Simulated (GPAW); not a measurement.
CdTe: single point with PBE

**Experimental background.**

A printed reference work, data compilation reports, for a bulk crystal of CdTe at 0 K: band gap 1.607 eV.

The system is CdTe.

```xyz
2
Lattice="0.0000 3.2050 3.2050 3.2050 0.0000 3.2050 3.2050 3.2050 0.0000" Properties=species:S:1:pos:R:3 pbc="T T T"
Te    4.8075    4.8075    4.8075
Cd    0.0000    0.0000    0.0000
```

```yaml
Program: GPAW 26.7.0
Task: single point
Functional: PBE
Potentials_or_basis: GPAW PAW data sets (gpaw-data 1.2.1)
Cutoff: 600 eV
Basis: pw
k_mesh: 7 × 7 × 7
Occupations: gaussian, width 0.016 eV
Spin: no spin polarisation
```

The pressure is 3.8 GPa. The band gap on the k mesh is 0.87 eV, direct.

Levels at points of the mesh, in eV from the valence-band top:
| k point | band 5 | band 6 | band 7 | band 8 | band 9 | band 10 | band 11 | band 12 | band 13 | band 14 |
| --- | --- | --- | --- | --- | --- | --- | --- | --- | --- | --- |
| (0.00, 0.00, 0.00) | -8.07 | -8.07 | 0.00 | 0.00 | 0.00 | 0.87 | 4.57 | 4.57 | 4.57 | 7.51 |

It took 14 s on 1 thread of Arm Neoverse V2, with other jobs on the host, peak memory 0.17 GiB.

Against the measured gap of CdTe, 1.607 eV (0 K; a printed reference work, data compilation), the calculated 0.87 eV is off by -0.74 eV. Spin-orbit coupling on Cd, Te is left out. The value is that of PBE, without temperature or zero-point motion. Semilocal functionals fall short of measured gaps as a rule.

Caveat: spin-orbit coupling is left out, which moves the levels of the heavy elements.
